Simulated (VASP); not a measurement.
**A VASP 6.6.1 single-point calculation on GaN**

INCAR

```
SIGMA = 0.02
LCHARG = .FALSE.
GGA = PE
EDIFF = 0.0001
NBANDS = 16
LWAVE = .FALSE.
LREAL = .FALSE.
PREC = Accurate
ISMEAR = -1
ISIF = 2
NSW = 0
LASPH = .TRUE.
IBRION = -1
NELM = 61
ENCUT = 520
```

KPOINTS

```
KPOINTS created by Atomic Simulation Environment
0
Gamma
10 10 10
0 0 0
```

POSCAR

```
Ga N
 1.0000000000000000
     0.0000000000000000    2.1928558436999999    2.0342577100999999
     2.1928558436999999    0.0000000000000000    2.0342577100999999
     2.1928558436999999    2.1928558436999999    0.0000000000000000
 Ga  N
   1   1
Cartesian
  0.0000000000000000  0.0000000000000000  0.0000000000000000
  2.1928558436999999  2.1928558436999999  2.0342577101000003
```

The recommended PBE PAW datasets give the neutral cell 18 valence electrons.

Command

```
mpirun -np 1 vasp_std
```

OSZICAR

```
N       E                     dE             d eps       ncg     rms          rms(c)
DAV:   1     0.729991086498E+02    0.72999E+02   -0.92150E+03  3784   0.211E+03
DAV:   2    -0.852977587544E+01   -0.81529E+02   -0.76230E+02  3744   0.316E+02
DAV:   3    -0.129507768225E+02   -0.44210E+01   -0.44044E+01  3752   0.632E+01
DAV:   4    -0.129891210747E+02   -0.38344E-01   -0.38341E-01  4136   0.622E+00
DAV:   5    -0.129895852292E+02   -0.46415E-03   -0.46415E-03  3952   0.624E-01    0.732E+00
DAV:   6    -0.111930922609E+02    0.17965E+01   -0.45056E+00  4704   0.392E+01    0.241E+00
DAV:   7    -0.111847388918E+02    0.83534E-02   -0.22921E-01  3848   0.541E+00    0.157E+00
DAV:   8    -0.111713844057E+02    0.13354E-01   -0.38191E-02  3688   0.228E+00    0.586E-01
DAV:   9    -0.111692439133E+02    0.21405E-02   -0.73461E-03  4040   0.184E+00    0.131E-01
DAV:  10    -0.111692894309E+02   -0.45518E-04   -0.73204E-04  3936   0.341E-01
   1 F= -.11169289E+02 E0= -.11169209E+02  d E =-.159929E-03
```

From OUTCAR

```
k-points           NKPTS =    102   k-points in BZ     NKDIM =    102   number of bands    NBANDS=     16

   NELECT =      18.0000    total number of electrons

   dimension x,y,z NGX =    24 NGY =   24 NGZ =   24
   dimension x,y,z NGXF=    48 NGYF=   48 NGZF=   48

  energy-cutoff  :      520.00
  volume of cell :       19.56
      direct lattice vectors                 reciprocal lattice vectors
     0.000000000  2.192855844  2.034257710    -0.228013164  0.228013164  0.245789900
     2.192855844  0.000000000  2.034257710     0.228013164 -0.228013164  0.245789900
     2.192855844  2.192855844  0.000000000     0.228013164  0.228013164 -0.245789900

 k-points in reciprocal lattice and weights: KPOINTS created by Atomic Simulation Env
   0.00000000  0.00000000  0.00000000       0.001
   0.10000000  0.00000000  0.00000000       0.008
   0.20000000  0.00000000  0.00000000       0.008
   0.30000000  0.00000000  0.00000000       0.008
   0.40000000  0.00000000  0.00000000       0.008
   0.50000000  0.00000000  0.00000000       0.004
   0.10000000  0.10000000  0.00000000       0.002
   0.20000000  0.10000000  0.00000000       0.008
   ...

 E-fermi :   7.4961

 k-point     1 :       0.0000    0.0000    0.0000
  band No.  band energies     occupation
      1      -9.5511      2.00000
      2      -6.5579      2.00000
      3      -6.5579      2.00000
      4      -6.5327      2.00000
      5      -6.5161      2.00000
      6      -6.3994      2.00000
      7       6.4603      2.00000
      8       7.1919      2.00000
      9       7.1919      2.00000
     10       9.3328      0.00000
     11      21.8167      0.00000
     12      21.8167      0.00000
     13      21.8476      0.00000
     14      21.8476      0.00000
     15      22.4289      0.00000
     16      23.4896      0.00000

 k-point     2 :       0.1000    0.0000    0.0000
  band No.  band energies     occupation
      1      -9.3642      2.00000
      2      -6.5590      2.00000
      3      -6.5550      2.00000
      4      -6.5284      2.00000
      5      -6.5155      2.00000
      6      -6.4176      2.00000
      7       5.6200      2.00000
      8       6.8800      2.00000
      9       7.1747      2.00000
     10      10.3368      0.00000
     11      19.3674      0.00000
     12      20.2742      0.00000
     13      21.5898      0.00000
     14      22.6148      0.00000
     15      22.8552      0.00000
     16      24.3573      0.00000

 k-point     3 :       0.2000    0.0000    0.0000
  band No.  band energies     occupation
      1      -8.8236      2.00000
      2      -6.5929      2.00000
      3      -6.5764      2.00000
      4      -6.5256      2.00000
      5      -6.4678      2.00000
      6      -6.4415      2.00000
      7       3.6959      2.00000
      8       6.9656      2.00000
      9       7.1388      2.00000
     10      11.6269      0.00000
     11      17.2438      0.00000
     12      18.4752      0.00000
     13      20.3427      0.00000
     14      22.6572      0.00000
     15      24.1726      0.00000
     16      24.6032      0.00000

 ...

  Total       -0.2986064     -0.2986064      1.2169130      0.0000000      0.0000000      0.0000000
  in kB      -24.4542042    -24.4542042     99.6584142      0.0000000      0.0000000      0.0000000
  external PRESSURE =      16.9166686 kB  Pullay stress =       0.0000000 kB

 POSITION                                       TOTAL-FORCE (eV/Angst)
 -----------------------------------------------------------------------------------
      0.00000      0.00000      0.00000        -0.000000      0.000000      0.000000
      2.19286      2.19286      2.03426         0.000000     -0.000000      0.000000
 -----------------------------------------------------------------------------------
    total drift:                                0.000000     -0.000000     -0.000000

  FREE ENERGIE OF THE ION-ELECTRON SYSTEM (eV)
  ---------------------------------------------------
  free  energy   TOTEN  =       -11.1692894309 eV

  energy  without entropy=      -11.1691295018  energy(sigma->0) =      -11.16920947
```

It converged. Results: gap between bands v and c on the k mesh 0.04 eV; least direct gap on the k mesh 2.14 eV; pressure 1.7 GPa. Band v is the last that the valence electrons fill when counted band by band, and c is the next.

For comparison, a separate PBE run of the intended cell, on usual settings and not on those above, gives a gap of 0.03 eV on its mesh and a pressure of 1.3 GPa.

The run above took about 14 s on one core of a shared host (Intel Xeon Platinum 8488C) and held 0.16 GiB at most.
